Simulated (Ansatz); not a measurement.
Runs of Ansatz 0.2.0 on Te2Mo. The cell holds a slab with vacuum, 9 atoms: a = 3.562 Å, b = 3.562 Å, c = 31.563 Å, α = 90.00°, β = 90.00°, γ = 120.00°. 

```tsv
level	k mesh	gap on the mesh (eV)	relaxed volume (Å³/atom)
LDA	7 × 7 × 1	(a)	35.01
revPBE	7 × 7 × 1	1.34	41.63
PBEsol+D3(BJ)	9 × 9 × 1	0.56	23.57
RPBE+D3(BJ)	9 × 9 × 1	(b)	18.75
```

Alike in all rows: task relaxation of cell and atoms; potentials or basis Ansatz PAW; no spin polarisation; cell relaxed; cutoff (eV) 420; smearing fermi-dirac 0.05 eV.

Question: Fill in the values left out.

Answer: (a) 0.91; (b) none.

Caveats: the plane-wave basis is chosen anew once the cell has moved, so the energies of steps on either side of that aren't comparable; the PAW data sets come from PBE, with cores solved anew for the run's functional, which leaves a small shift of forces and pressure; odd divisions of the mesh miss points on the zone boundary, where band edges often lie, so the gap on the mesh can be too wide (some runs); spin-orbit coupling is left out, which moves the levels of the heavy elements (some runs); without dispersion, layers of such crystals drift apart on relaxing, which shifts levels and gaps (some runs); volumes and pressures include the vacuum (some runs); the volume moved by over 15 % at a fixed basis, so the end points are rough (some runs).

A k mesh can miss the band edges, and the runs leave out spin-orbit coupling on Mo, Te.

Runs at the PBE level aren't shown here.
